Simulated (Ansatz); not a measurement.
# What a trial cell of SbSe₂ relaxes into

Theory: DFT PBE, scalar-relativistic, plane waves, PAW in Ansatz 0.2.0. Cutoff 420 eV, Γ-centred k mesh, Gaussian smearing, no spin polarisation in the final step.

The start puts SbSe₂ on the ThSi2 structure type (I4_1/amd, No. 141), with Sb in place of Th, Se in place of Si, at a guessed volume.

```yaml
crystal:
  lattice:
    - [-2.26755, 2.26755, 7.88421]
    - [2.26755, -2.26755, 7.88421]
    - [2.26755, 2.26755, -7.88421]
  atoms:
    - { symbol: Sb, position: [0.00000, 0.00000, 0.00000] }
    - { symbol: Sb, position: [0.75000, 0.25000, 0.50000] }
    - { symbol: Se, position: [0.41650, 0.41650, 0.00000] }
    - { symbol: Se, position: [0.16650, 0.66650, 0.50000] }
    - { symbol: Se, position: [0.33350, 0.83350, 0.50000] }
    - { symbol: Se, position: [0.58350, 0.58350, 0.00000] }
```

Cell and atoms relax at zero pressure; the relaxation can't lower the symmetry of the start. After a coarse first stage the cell is made exact in the group found at 0.06 Å.

Energies over the elements count from the elements' standard structures at the same level, with no empirical corrections.

Which crystal results?

It keeps I4_1/amd (No. 141), but not the shape of the type it started on. Conventional cell: a = 3.747 Å, c = 21.694 Å. Around Sb lie 8 Se at 3.05 Å; around Se lie 3 Se at 3.02–3.04 Å and 4 Sb at 3.05 Å.

```cif
data_structure
_symmetry_space_group_name_H-M 'I4_1/amd:1'
_symmetry_Int_Tables_number 141
_cell_length_a 3.7473
_cell_length_b 3.7473
_cell_length_c 21.6936
_cell_angle_alpha 90.000
_cell_angle_beta 90.000
_cell_angle_gamma 90.000
_cell_volume 304.63
loop_
_atom_site_label
_atom_site_type_symbol
_atom_site_symmetry_multiplicity
_atom_site_Wyckoff_symbol
_atom_site_fract_x
_atom_site_fract_y
_atom_site_fract_z
_atom_site_occupancy
Sb1 Sb 4 a 0.00000 0.00000 0.00000 1
Se1 Se 8 e 0.00000 0.00000 0.43029 1
```

What are its volume, energy, density and gap?

The volume per atom is 25.39 Å³ and the density is 6.10 g/cm³. The energy over the elements is 0.13 eV/atom and the gap on the 14×14×14 mesh is 0 eV (a metal).

The final run used a 14×14×14 mesh on its 6-atom cell and 0.10 eV smearing. For metals, differences of a few meV/atom aren't resolved. Spin–orbit coupling is left out. A structure relaxed within its symmetry needn't be a true minimum.

Cost: 3 runs of about 9 core-minutes in all, on Intel Xeon (Ice Lake) (shared hosts).